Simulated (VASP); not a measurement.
# Mg (Pm-3m) in VASP: further runs

Aim: see how the results for Mg move with the level of theory and the settings. Levels: PBE, PBEsol. Tasks: relaxation of cell and atoms.

Everything below comes from runs of VASP 6.6.1. Logs are shortened: lines on timing, memory, paths and dates and some standing lists are left out, and cuts for length are marked.

## (1) Starting point

The structure is cubic, space group Pm-3m (No. 221). The conventional cell has a = 4.390 Å, b = 4.390 Å, c = 4.390 Å, α = 90.00°, β = 90.00°, γ = 90.00°. Around Mg (site symmetry 4/mmm) lie 8 Mg at 3.10 Å.

The cell was built by a generator and needn't be a form met in nature.

## (2) Relaxation of cell and atoms, PBE

Contents of INCAR:

```
SYSTEM = Mg
ALGO = Normal
EDIFF = 1E-6
EDIFFG = -0.005
ENCUT = 600
GGA = PE
IBRION = 2
ISIF = 3
ISMEAR = 1
LASPH = .True.
LCHARG = .False.
LREAL = .False.
LWAVE = .False.
NELM = 80
NSW = 60
PREC = Accurate
SIGMA = 0.2
```

Contents of KPOINTS:

```
k-points
0
Gamma
  6 6 6
  0 0 0
```

Contents of POSCAR:

```
Mg
1.0
    4.3904300000      0.0000000000      0.0000000000
    0.0000000000      4.3904300000      0.0000000000
    0.0000000000      0.0000000000      4.3904300000
Mg
3
Direct
    0.0000000000      0.5000000000      0.5000000000
    0.5000000000      0.0000000000      0.5000000000
    0.5000000000      0.5000000000      0.0000000000
```

Potentials or basis: VASP PAW PBE potentials, release 64 (Mg).

Launch:

```bash
> cat potpaw_PBE.64/Mg/POTCAR > POTCAR
> mpirun -np 1 vasp_std > vasp.out
```

OUTCAR:

```text
SYSTEM = Mg
   EDIFF = 1E-6
   EDIFFG = -0.005
   ENCUT = 600
   GGA = PE
   IBRION = 2
   ISIF = 3
   ISMEAR = 1
   LASPH = .True.
   LREAL = .False.
   NELM = 80
   NSW = 60
   PREC = Accurate

 ion  position               nearest neighbor table
   1  0.000  0.500  0.500-   2 3.10   3 3.10   3 3.10   2 3.10   2 3.10   3 3.10   3 3.10   2 3.10

   2  0.500  0.000  0.500-   1 3.10   3 3.10   3 3.10   1 3.10   3 3.10   3 3.10   1 3.10   1 3.10

   3  0.500  0.500  0.000-   1 3.10   2 3.10   1 3.10   2 3.10   2 3.10   2 3.10   1 3.10   1 3.10

  LATTYP: Found a simple cubic cell.
 ALAT       =     4.3904300000

  Lattice vectors:

 A1 = (   4.3904300000,   0.0000000000,   0.0000000000)
 A2 = (   0.0000000000,   4.3904300000,   0.0000000000)
 A3 = (   0.0000000000,   0.0000000000,   4.3904300000)

Analysis of symmetry for initial positions (statically):
=====================================================================
 Subroutine PRICEL returns:
 Original cell was already a primitive cell.

 Routine SETGRP: Setting up the symmetry group for a
 simple cubic supercell.

 Subroutine GETGRP returns: Found 48 space group operations
 (whereof 48 operations were pure point group operations)
 out of a pool of 48 trial point group operations.

The static configuration has the point symmetry O_h .

Analysis of symmetry for dynamics (positions and initial velocities):
=====================================================================
 Subroutine PRICEL returns:
 Original cell was already a primitive cell.

 Routine SETGRP: Setting up the symmetry group for a
 simple cubic supercell.

 Subroutine GETGRP returns: Found 48 space group operations
 (whereof 48 operations were pure point group operations)
 out of a pool of 48 trial point group operations.

The dynamic configuration has the point symmetry O_h .

 Subroutine INISYM returns: Found 48 space group operations
 (whereof 48 operations are pure point group operations),
 and found     1 'primitive' translations

----------------------------------------------------------------------------------------

                                     Primitive cell
[... 149 lines left out ...]
  external PRESSURE =       0.3676395 kB  Pullay stress =       0.0000000 kB

 VOLUME and BASIS-vectors are now :
 -----------------------------------------------------------------------------
  energy-cutoff  :      600.00
  volume of cell :       84.63
      direct lattice vectors                 reciprocal lattice vectors
     4.390430000  0.000000000  0.000000000     0.227768123  0.000000000  0.000000000
     0.000000000  4.390430000  0.000000000     0.000000000  0.227768123  0.000000000
     0.000000000  0.000000000  4.390430000     0.000000000  0.000000000  0.227768123

 POSITION                                       TOTAL-FORCE (eV/Angst)
 -----------------------------------------------------------------------------------
      0.00000      2.19522      2.19522         0.000000      0.000000      0.000000
      2.19522      0.00000      2.19522         0.000000      0.000000      0.000000
      2.19522      2.19522      0.00000         0.000000      0.000000      0.000000
 -----------------------------------------------------------------------------------
    total drift:                                0.000000      0.000000      0.000000

  FREE ENERGIE OF THE ION-ELECTRON SYSTEM (eV)
  ---------------------------------------------------
  free  energy   TOTEN  =        -3.5511997709 eV

  energy  without entropy=       -3.5444442028  energy(sigma->0) =       -3.54894791

--------------------------------------- Ionic step        2  -------------------------------------------

 number of electron       6.0000000 magnetization

 Free energy of the ion-electron system (eV)
  ---------------------------------------------------
  ext. energy  EPLUGINS =         0.00000000
  ---------------------------------------------------
  free energy    TOTEN  =        -3.55121222 eV

  energy without entropy =       -3.54441559  energy(sigma->0) =       -3.54894668

 E-fermi :   1.5012     XC(G=0):  -7.7713

 val. band max:        1.4546590294   @ k =   0.3333   0.1667   0.0000
 cond. band min:       1.5046396841   @ k =   0.5000   0.3333   0.1667
 fundamental gap:      0.0499806546
 Fermi energy:         1.5011979351

 k-point     1 :       0.0000    0.0000    0.0000
  band No.  band energies     occupation
      1      -4.6591      2.00000
      2       2.4236     -0.00000
      3       2.4236     -0.00000
      4       2.4236     -0.00000
      5       3.4747     -0.00000
      6       3.4747     -0.00000
      7       3.8784     -0.00000
[... 181 lines left out ...]
 k-point    20 :       0.5000    0.5000    0.5000
  band No.  band energies     occupation
      1      -0.3082      2.00000
      2       0.8138      2.00001
      3       0.8138      2.00001
      4       0.8138      2.00001
      5       1.3465      1.96582
      6       1.3465      1.96582
      7       1.3465      1.96582

------------------------ aborting loop because EDIFF is reached ----------------------------------------

  FORCE on cell =-STRESS in cart. coord.  units (eV):
  Direction    XX          YY          ZZ          XY          YZ          ZX
  --------------------------------------------------------------------------------------
  -------------------------------------------------------------------------------------
  Total        0.0086653      0.0086653      0.0086653     -0.0000000     -0.0000000      0.0000000
  in kB        0.1638956      0.1638956      0.1638956     -0.0000000     -0.0000000      0.0000000
  external PRESSURE =       0.1638956 kB  Pullay stress =       0.0000000 kB

 VOLUME and BASIS-vectors are now :
 -----------------------------------------------------------------------------
  energy-cutoff  :      600.00
  volume of cell :       84.71
      direct lattice vectors                 reciprocal lattice vectors
     4.391801039  0.000000000 -0.000000000     0.227697018 -0.000000000  0.000000000
     0.000000000  4.391801039  0.000000000    -0.000000000  0.227697018 -0.000000000
    -0.000000000  0.000000000  4.391801039     0.000000000 -0.000000000  0.227697018

 POSITION                                       TOTAL-FORCE (eV/Angst)
 -----------------------------------------------------------------------------------
     -0.00000      2.19590      2.19590         0.000000      0.000000      0.000000
      2.19590      0.00000      2.19590        -0.000000      0.000000      0.000000
      2.19590      2.19590     -0.00000         0.000000      0.000000      0.000000
 -----------------------------------------------------------------------------------
    total drift:                                0.000000      0.000000      0.000000

  FREE ENERGIE OF THE ION-ELECTRON SYSTEM (eV)
  ---------------------------------------------------
  free  energy   TOTEN  =        -3.5512122228 eV

  energy  without entropy=       -3.5444155882  energy(sigma->0) =       -3.54894668

 reached required accuracy - stopping structural energy minimisation
```

OSZICAR:

```text
N       E                     dE             d eps       ncg     rms          rms(c)
DAV:   1     0.325378009966E+01    0.32538E+01   -0.19481E+03   280   0.669E+02
DAV:   2    -0.350248554498E+01   -0.67563E+01   -0.64658E+01   364   0.428E+01
DAV:   3    -0.358178668911E+01   -0.79301E-01   -0.78444E-01   420   0.589E+00
DAV:   4    -0.358206171342E+01   -0.27502E-03   -0.27503E-03   378   0.333E-01
DAV:   5    -0.358206354406E+01   -0.18306E-05   -0.18304E-05   371   0.188E-02    0.106E+00
DAV:   6    -0.356420750164E+01    0.17856E-01   -0.10408E-02   350   0.531E-01    0.663E-01
DAV:   7    -0.355154894306E+01    0.12659E-01   -0.23617E-02   336   0.857E-01    0.619E-02
DAV:   8    -0.355119622638E+01    0.35272E-03   -0.18882E-03   294   0.227E-01    0.928E-03
DAV:   9    -0.355119569753E+01    0.52885E-06   -0.22283E-05   378   0.367E-02    0.603E-03
DAV:  10    -0.355119997095E+01   -0.42734E-05   -0.19405E-06   322   0.962E-03    0.667E-04
DAV:  11    -0.355119977088E+01    0.20007E-06   -0.73523E-08   196   0.124E-03
   1 F= -.35511998E+01 E0= -.35489479E+01  d E =-.355120E+01
       N       E                     dE             d eps       ncg     rms          rms(c)
DAV:   1    -0.355121269745E+01   -0.12727E-04   -0.60049E-05   308   0.475E-02    0.280E-03
DAV:   2    -0.355121222277E+01    0.47468E-06   -0.57164E-07   203   0.527E-03
   2 F= -.35512122E+01 E0= -.35489467E+01  d E =-.124519E-04
```

It took 15 s on 1 thread of Intel Xeon Platinum 8488C (Sapphire Rapids), shared host; peak memory 0.2 GiB.

What came out:

| Item | Value |
| --- | --- |
| Free energy | -3.5512 eV |
| Relaxed volume | 28.24 Å³/atom |
| Relaxed cell | a = 4.392 Å, b = 4.392 Å, c = 4.392 Å, α = 90.00°, β = 90.00°, γ = 90.00° |
| Space group after relaxing (to 0.05 Å) | Pm-3m (No. 221) |
| Energy gained by relaxing | 0.0 meV/atom |
| Ionic steps | 2 |
| Pressure after relaxing | 0.0 GPa |

Final structure:
```yaml
crystal:
  lattice:
    - [4.39180, 0.00000, 0.00000]
    - [0.00000, 4.39180, 0.00000]
    - [0.00000, 0.00000, 4.39180]
  atoms:
    - { symbol: Mg, position: [0.00000, 0.50000, 0.50000] }
    - { symbol: Mg, position: [0.50000, 0.00000, 0.50000] }
    - { symbol: Mg, position: [0.50000, 0.50000, 0.00000] }
```

Caveat: the bands computed are all filled at some k points, so no gap is given.

## (3) Relaxation of cell and atoms, PBEsol

Contents of INCAR:

```
SYSTEM = Mg
PREC = Accurate
ENCUT = 600
EDIFF = 1E-6
ISMEAR = 1
SIGMA = 0.2
LREAL = .FALSE.
LASPH = .TRUE.
NELM = 80
ALGO = Normal
ISIF = 3
LWAVE = .FALSE.
LCHARG = .FALSE.
GGA = PS
IBRION = 2
NSW = 40
EDIFFG = -0.02
```

Contents of KPOINTS:

```
Automatic mesh
0
G
  6 6 6
  0 0 0
```

POSCAR is that of step 2.

Potentials or basis: VASP PAW PBE potentials, release 64 (Mg).

Launch:

```bash
> cat potpaw_PBE.64/Mg/POTCAR > POTCAR
> mpirun -np 1 vasp_std > vasp.out
```

It took 23 s on 1 thread of Intel Xeon Platinum 8488C (Sapphire Rapids), shared host; peak memory 0.2 GiB.

It converged, with:

* Free energy: -4.1471 eV
* Relaxed volume: 27.66 Å³/atom
* Relaxed cell: a = 4.362 Å, b = 4.362 Å, c = 4.362 Å, α = 90.00°, β = 90.00°, γ = 90.00°
* Space group after relaxing (to 0.05 Å): Pm-3m (No. 221)
* Energy gained by relaxing: 0.8 meV/atom
* Ionic steps: 3
* Pressure after relaxing: 0.0 GPa

The path:
| step | energy change (eV) | largest force (eV/Å) | pressure (GPa) | volume (Å³) |
| --- | --- | --- | --- | --- |
| 1 | 0.0000 | 0.0000 | -0.48 | 84.63 |
| 2 | -0.0022 | 0.0000 | -0.19 | 83.59 |
| 3 | -0.0025 | 0.0000 | 0.00 | 82.98 |

Final structure:
```
Mg
1.0
     4.36172    0.00000    0.00000
     0.00000    4.36172    0.00000
     0.00000    0.00000    4.36172
Mg
3
Direct
  0.00000 0.50000 0.50000
  0.50000 0.00000 0.50000
  0.50000 0.50000 0.00000
```

Levels at points of the mesh, in eV from the Fermi level:
```
           k point  band 1  band 2  band 3  band 4  band 5  band 6  band 7
(0.00, 0.00, 0.00)   -6.23    0.94    0.94    0.94    2.04    2.04    2.34
(0.50, 0.00, 0.00)   -4.74   -3.70    2.17    2.17    3.15    3.41    3.41
(0.50, 0.50, 0.00)   -3.21   -2.32   -2.32   -1.18    3.47    4.45    4.45
(0.50, 0.50, 0.50)   -1.84   -0.65   -0.65   -0.65   -0.16   -0.16   -0.16
```

Caveat: the bands computed are all filled at some k points, so no gap is given; the PAW data sets were made with another functional, which shifts forces and pressure a little.
